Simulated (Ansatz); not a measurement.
**Mg₂Se: from a trial structure to a relaxed crystal**

Level of theory: DFT PBE, scalar-relativistic, plane waves, PAW in Ansatz 0.2.0. Cutoff 420 eV, Γ-centred k mesh, Gaussian smearing, no spin polarisation in the final step.

Mg₂Se was placed on the anti-tetragonal zirconia structure type (P4_2/nmc, No. 137), with Se in place of Zr, Mg in place of O, at a guessed volume.

```xyz
6
Lattice="4.5489 0.0000 0.0000 0.0000 4.5489 0.0000 0.0000 0.0000 6.5487" Properties=species:S:1:pos:R:3 pbc="T T T"
Mg    0.0000    2.2744    1.3294
Mg    0.0000    2.2744    4.6037
Mg    2.2744    0.0000    1.9450
Mg    2.2744    0.0000    5.2193
Se    0.0000    0.0000    0.0000
Se    2.2744    2.2744    3.2743
```

Steps on the 4×4×4 mesh (6 atoms). 12 of 25 steps are shown, and the free energy counts from the last. Trial steps that were taken back and renewals of the plane-wave basis can be among the rows.

```tsv
step	ΔF (meV/atom)	V (Å³/atom)	P (GPa)	largest force component (eV/Å)
1	219.9	22.58	5.98	0.263
3	159.4	25.73	0.07	0.093
5	141.0	25.25	0.27	0.024
8	122.0	24.99	0.50	0.017
10	123.0	25.67	0.09	0.119
12	120.2	25.42	0.02	0.012
14	97.1	25.61	0.69	0.009
16	70.7	26.09	0.92	0.026
18	44.1	26.61	0.15	0.165
21	18.6	27.53	-0.36	0.067
23	4.6	27.22	0.38	0.006
25	0.0	27.39	0.12	0.004
```

A final relaxation ran on a 10×10×4 mesh. The relaxed crystal, P4_2/nmc (No. 137):

```
Mg Se
1.0
     3.79769    0.00000    0.00000
     0.00000    3.79769    0.00000
     0.00000    0.00000   11.43569
Mg Se
4 2
Direct
  0.00000 0.50000 0.34731
  0.00000 0.50000 0.84731
  0.50000 0.00000 0.15269
  0.50000 0.00000 0.65269
  0.00000 0.00000 0.00000
  0.50000 0.50000 0.50000
```

| Item | Value |
| --- | --- |
| Volume per atom | 27.49 Å³ |
| Density | 2.57 g/cm³ |
| Energy over the elements | -0.46 eV/atom |
| Gap on the 10×10×4 mesh | 0 eV (a metal) |

Energies over the elements count from the elements' standard structures at the same level, with no empirical corrections.

The final run used a 10×10×4 mesh on its 6-atom cell and 0.10 eV smearing. For metals, differences of a few meV/atom aren't resolved.

A structure relaxed within its symmetry needn't be a true minimum.

Cost: 3 runs of about 6.6 core-minutes in all, on Arm Neoverse V1 (shared hosts).